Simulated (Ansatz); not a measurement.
Au:

```xyz
1
Lattice="0.0000 2.0350 2.0350 2.0350 0.0000 2.0350 2.0350 2.0350 0.0000" Properties=species:S:1:pos:R:3 pbc="T T T"
Au    0.0000    0.0000    0.0000
```

A run of Ansatz 0.2.0 on this cell left the log below. Logs are shortened: lines on timing, memory, paths and dates and some standing lists are left out, and cuts for length are marked.

```text
Warning: RAYON_NUM_THREADS=2 ignored (pool sized by the plan → 2); use --threads N
Engine: ansatz 0.2.0, aarch64-unknown-linux-gnu
Pseudopotentials: kind: paw
Pseudopotential: Au, paw, valence charge 19, recommended cutoff 420 eV (normal), Au.paw.azcp
Functional definition: PBE
  parameter kappa = 0.804
  parameter beta = 0.06672455060314922
  exchange = pbe_x(kappa = kappa, mu = beta*pi^2/3)
  correlation = pbe_c(beta = beta)
Crystal: 1 atoms, lattice volume = 16.855 Å³
Basis set: ecut = 420 eV, 331 PW (Γ), exchange–correlation on 40×40×40 points (8 copies of the dense FFT grid, shifted against one another)
Bands: 14, of which v1, the nominal top of the filled ones, is band 10 counted from 1 (9 counted from 0)
Symmetry: 48 space group operations
Space group: Fm-3m (ITA 225), of the structure as read, at distance tolerance 2.6e-5 Å
k-points: 56 of 1331
Non-local potential: Au, projectors of the file, l = 0: 3, l = 1: 2, l = 2: 2, l = 3: 1
PAW form: soft (Blöchl's): semilocal exchange-correlation on the pseudo side does not see the compensation charge
PAW one-centre angular grid: Au, 590 points (default); XC on 64 Gauss nodes
Initial density: superposition of atomic densities (neutral atoms: chi_scale 0, normalization atom), corrected by the library's trained network
Initial wavefunctions: pseudopotential atomic-orbital guess
Functional: x = pbe(κ = 0.804, μ = 0.2195149727645171), c = pbe(β = 0.06672455060314922)
SCF iter   1: F=—  HF=-13149.301138 eV  |F-HF|=—  |Δ(HF+E_count)|=         —  Δρ=1.69e-3  dr2=1.47e-4  ethr=1.77e-3  ⟨swp⟩=4.9  Hψ=4083  notcnv=0
preconditioner: auto → none  [insulator: Δε(μ)=0.246 eV  Ē_g=16.169 eV  σ=0.021 eV  W_gap=0.98  n_scr=8 (ndim 8)  ℏωp=30.0 eV  f_vac=0.000  D(μ)=0.12/eV (n_scr^D=0)  ε∞_Penn≈4.4]
SCF iter   2: F=—  HF=-13149.301523 eV  |F-HF|=—  |Δ(HF+E_count)|=   3.85e-4  Δρ=8.63e-4  dr2=3.18e-5  ethr=7.76e-7  ⟨swp⟩=2.7  Hψ=1806  notcnv=0  defer=7
SCF iter   3: F=—  HF=-13149.301605 eV  |F-HF|=—  |Δ(HF+E_count)|=   8.24e-5  Δρ=2.51e-4  dr2=7.87e-6  ethr=1.67e-7  ⟨swp⟩=2.0  Hψ=1074  notcnv=0  defer=7
iter 4 did not close the SCF: its close was put off for the readings that it lacked (scf_convergence_deferred on its scf_iter line)
SCF iter   4: F=-13149.301605 eV  HF=-13149.301605 eV  |F-HF|=6.07e-8  |Δ(HF+E_count)|=   4.10e-7  Δρ=2.59e-5  dr2=2.42e-8  ethr=4.14e-8  ⟨swp⟩=2.1  Hψ=1067  notcnv=0  defer=7
iter 5 did not close the SCF: its close was put off for the readings that it lacked (scf_convergence_deferred on its scf_iter line)
SCF iter   5: F=-13149.301605 eV  HF=-13149.301605 eV  |F-HF|=1.07e-9  |Δ(HF+E_count)|=   6.19e-8  Δρ=3.62e-6  dr2=6.39e-10  ethr=1.27e-10  ⟨swp⟩=2.0  Hψ=1287  notcnv=0  defer=7
SCF iter   6: F=-13149.301605 eV  HF=-13149.301605 eV  |F-HF|=5.46e-12  |Δ(HF+E_count)|=   1.19e-9  Δρ=9.02e-7  dr2=5.39e-11  ethr=3.36e-12  ⟨swp⟩=5.1  Hψ=3712  notcnv=0
SCF 1 converged in 6 iterations: F = -13149.301605 eV  dr2 = 5.39e-11
  greatest PAW one-centre occupation: 1.000 electrons in one spin orbital (limit 2), on the Au atom at site 0 (counted from 0), in its partial waves of l = 0
SCF converged after 6 iterations
Free energy (F): -13149.301605 eV
Harris-Foulkes:  -13149.301605 eV  (|F-HF|=5.46e-12)
Internal energy: -13149.301579 eV  (E = F + TS)
E sigma→0 (E₀):  -13149.301592 eV
Entropy (-TS):   -0.000027 eV (-0.027 meV/atom)
Fermi energy:    21.051389 eV
--- Per-component energies (eV) ---
  E_band       = -201.675338
  E_kinetic    = 605.480177
  E_local      = -1687.825302  (includes V_loc(G=0)·N_el)
  E_nonlocal   = 74.218176
  E_hartree    = 721.839864
  E_xc         = -228.363766
  E_vxc        = -275.732342  (∫ρ·V_xc dr)
  E_paw        = -9706.720992  (= ΣΔE_a)
  E_vpaw       = -361.497550  (= ΣTr[D̂ρ^β])
  E_aug_tail   = 0.001496  (compensation charges beyond the density's cutoff)
  E_ewald      = -2927.931232
  E_smearing   = -0.000027  (= −TS)
  E_closure    = 0.000000  (closes the sum)
  Σ components = -13149.301605   (vs F -13149.301605, Δ=0.00e0)
--- Forces (eV/Å), atoms counted from 1 ---
  atom   1  Au     0.00000000    -0.00000000    -0.00000000
  max |Σ_I F_I| component: 3.49e-32 eV/Å
--- Stress (GPa, compression-positive) ---
       10.839572      -0.000000       0.000000
        0.000000      10.839572      -0.000000
       -0.000000      -0.000000      10.839572
  P = ⅓ Tr σ = 10.8396 GPa (108.396 kbar)
--- Band table (eV; the first three rows and the last of 56) ---
  k-point 0: bands = ["-84.5312", "-35.8796", "-35.8796", "-35.8796", "10.9676", "16.2026", "16.2026", "16.2026", "17.7516", "17.7516", "35.4096", "39.4680", "39.4680", "39.4680"]
  k-point 1: bands = ["-84.5302", "-35.8980", "-35.8824", "-35.8824", "11.2573", "16.1109", "16.2996", "16.2996", "17.7105", "17.7105", "35.7338", "37.8638", "39.8146", "39.8146"]
  k-point 2: bands = ["-84.5275", "-35.9472", "-35.8898", "-35.8898", "12.0513", "15.9616", "16.4745", "16.4745", "17.7142", "17.7142", "34.7180", "36.5716", "40.6682", "40.6682"]
  k-point 55: bands = ["-84.5146", "-36.0401", "-36.0277", "-35.9642", "14.8941", "15.4327", "16.0206", "17.6399", "19.2101", "25.2325", "26.9175", "27.9094", "31.0949", "42.1498"]
```

Task: Write the input and the command behind it.

Result: Single point with PBE, no spin polarisation. The files as run (others can give the same):

input.yaml
```yaml
crystal:
  lattice:
    - [0.0, 2.035, 2.035]
    - [2.035, 0.0, 2.035]
    - [2.035, 2.035, 0.0]
  atoms:
    - { symbol: Au, position: [0.0, 0.0, 0.0] }
hamiltonian:
  xc: pbe
  pseudopotentials: { kind: paw }
kpoints:
  mp_grid: { grid: [11, 11, 11] }
scf:
  occupations: { method: gaussian, width: 0.021 }
output:
  forces: true
  stress: true
  eigenvalues: true
  write_density: true
  write_potential: true
  elf: true
  volumetric_format: npy
```

Potentials or basis: Ansatz PAW.
Command:
```console
$ ansatz run input.yaml --threads 2 --pin off --max-ram 5632MiB --backend cpu --events-out ev --progress --plain --runs-dir out
```
